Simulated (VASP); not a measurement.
Set up this calculation in VASP 6.6.1, as the native input.

```yaml
Task: Born charges and dielectric tensor
Functional: PBEsol
Potentials_or_basis: VASP PAW PBE potentials, release 64 (Sn_d, O)
Cutoff: 520 eV
k_mesh: 9 × 9 × 9
Occupations: gaussian, width 0.02 eV
Spin: no spin polarisation
Further_INCAR_settings: ALGO = Fast; EDIFF = 1e-08; IBRION = 8
```

The structure of SnO lies in POSCAR:

```
SnO
1.0
    3.1319300000      0.0000000000      0.0000000000
    0.0000000000      3.1319300000      0.0000000000
    0.0000000000      0.0000000000      3.1319300000
Sn O
1 1
Direct
    0.0000000000      0.0000000000      0.0000000000
    0.5000000000      0.5000000000      0.5000000000
```

The cell was built by a generator and needn't be a form met in nature.

The input as run:

INCAR

```
ALGO = Fast
EDIFF = 1E-8
ENCUT = 520
GGA = PS
IBRION = 8
ISIF = 2
ISMEAR = 0
LASPH = True
LCHARG = False
LEPSILON = True
LREAL = False
LWAVE = False
NELM = 80
PREC = Accurate
SIGMA = 0.02
```

KPOINTS

```
k-points
0
Gamma
  9 9 9
```

Potentials or basis: VASP PAW PBE potentials, release 64 (Sn_d, O).

The run is started by

```bash
$ cat potpaw_PBE.64/Sn_d/POTCAR potpaw_PBE.64/O/POTCAR > POTCAR
$ mpirun -np 1 vasp_std > vasp.out
```

It gave:

| Property | Result |
| --- | --- |
| Band gap on the k mesh | 0.42 eV, indirect (least direct gap 0.91 eV) |
| Electronic dielectric tensor (diagonal) | 25.60 |
| Born charges (mean of the diagonal) | Sn +5.19; O -5.19 e |
| Highest phonon frequency at Γ, LO-TO splitting left out | 0 cm⁻¹ |
| Most unstable mode | 271i cm⁻¹ |

Caveat: the gap is small at this level, which inflates the dielectric constant; some modes are imaginary; spin-orbit coupling is left out, which moves the levels of the heavy elements; an odd mesh through Γ misses points on the zone boundary, where band edges often lie.

It took 2.3 min on 1 thread of Intel(R) Xeon(R) 6975P-C (Granite Rapids) (shared host), peak memory 0.2 GiB.
